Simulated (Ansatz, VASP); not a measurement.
# NaF: VASP beside Ansatz

POSCAR

```
NaF
1.0
   -0.1554742633      2.4889344877      2.4889344877
    2.4889344877     -0.1554742633      2.4889344877
    2.4889344877      2.4889344877     -0.1554742633
Na F
1 1
Direct
   -0.0072222377     -0.0072222377     -0.0072222377
    0.2572222377      0.2572222377      0.2572222377
```

INCAR.step1

```
  PREC = Accurate
  ENCUT = 520
  ISMEAR = 0
  SIGMA = 0.01
  LREAL = F
  LASPH = T
  NELM = 60
  NBANDS = 14
  GGA = PE
  ALGO = Normal
  EDIFF = 1E-4
  LWAVE = T
  LCHARG = F
```

Contents of INCAR.step2:

```
  PREC = Accurate
  ENCUT = 520
  EDIFF = 1E-6
  ISMEAR = 0
  SIGMA = 0.01
  LREAL = F
  LASPH = T
  NELM = 60
  ALGO = Normal
  ISIF = 2
  LWAVE = F
  LCHARG = F
  METAGGA = R2SCAN
  LMIXTAU = T
  NBANDS = 14
  ISTART = 1
```

The input KPOINTS:

```
Automatic mesh
0
Gamma
  8 8 8
```

Input for Ansatz:

```yaml
crystal:
  lattice:
    - [-0.1554742633, 2.4889344877, 2.4889344877]
    - [2.4889344877, -0.1554742633, 2.4889344877]
    - [2.4889344877, 2.4889344877, -0.1554742633]
  atoms:
    - { symbol: Na, position: [-0.0072222377, -0.0072222377, -0.0072222377] }
    - { symbol: F, position: [0.2572222377, 0.2572222377, 0.2572222377] }
kpoints:
  mp_grid: { grid: [8, 8, 8] }
  band_path:
    path:
      - [0.0, 0.0, 0.0]
      - [-0.5, -0.5, 0.0]
      - [-0.375, -0.375, 0.25]
      - [-0.375, 0.0, 0.375]
      - [0.0, 0.0, 0.5]
      - [-0.5, -0.25, 0.25]
    npoints: 1
hamiltonian:
  xc: r2scan
scf:
  occupations: { method: fixed }
  n_extra_bands: 4
output:
  forces: true
  stress: true
  eigenvalues: true
```

Change from the starting cell: epitaxial_111 strain +4.5%.

Alike in both runs: task single point; functional r2SCAN; k mesh 8 × 8 × 8; no spin polarisation.

|  | VASP | Ansatz |
| --- | --- | --- |
| version | VASP 6.6.1 | Ansatz 0.2.0 |
| potentials or method | VASP PAW PBE potentials, release 64 (Na_pv, F) | plane waves, PAW |
| plane-wave cutoff (eV) | 520 | 500 |
| occupations | gaussian, width 0.01 eV | fixed |
| valence electrons in the cell | 14 | 16 |

|  | VASP | Ansatz | Ansatz less VASP |
| --- | --- | --- | --- |
| gap on the k mesh at the Fermi level (eV) | 6.00 | 5.99 | -0.016 |
| pressure (GPa) | -2.0 | -1.6 | +0.40 |
| largest component of the traceless stress (GPa) | 0.82 | 0.78 | -0.043 |
| rms of the force components (eV/Å) | 0.007 | 0.000 | -0.0069 |

Atom by atom the forces differ by 0.007 eV/Å (rms over components). The two sets of potentials don't hold the same shells in valence.

Caveats: the PAW data sets were made with another functional, which shifts forces and pressure a little (VASP). A k mesh can miss the band edges.
